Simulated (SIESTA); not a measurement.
The system is ZnSe (Stilleite).

```
CELL_PARAMETERS angstrom
0.00000 2.83380 2.83380
2.83380 0.00000 2.83380
2.83380 2.83380 0.00000
ATOMIC_POSITIONS crystal
Se 0.75000 0.75000 0.75000
Zn 0.00000 0.00000 0.00000
```

Base run:

| Quantity | Value |
| --- | --- |
| Program | SIESTA 5.4.2 |
| Functional | vdW-DF-cx |
| Potentials or basis | PseudoDojo 0.4 standard (PBE files) |
| Basis | DZP (energy shift 0.003 Ry; two zetas on semicore shells) |
| Grid cutoff | 800 Ry |
| Energy shift | 0.003 Ry |
| k mesh | 8 × 8 × 8 |
| Occupations | fermi-dirac, width 0.05 eV |
| Spin | no spin polarisation |

Its results: band gap on the k mesh 1.52 eV, direct; pressure 0.3 GPa.

Problem. The run is repeated on the same cell with these changes: functional from vdW-DF-cx to BLYP. What comes out?

Solution. Band gap on the k mesh 1.55 eV, direct; pressure 5.1 GPa.

Caveats: short orbitals over semicore shells can move pressures by several GPa; the valence orbitals were made in a potential fitted to the semicore shell under them, which widens gaps by tenths of an eV or more; the potentials were made for another functional, which shifts forces and pressure; the basis of atomic orbitals isn't converged, which shifts pressures, moduli and gaps.
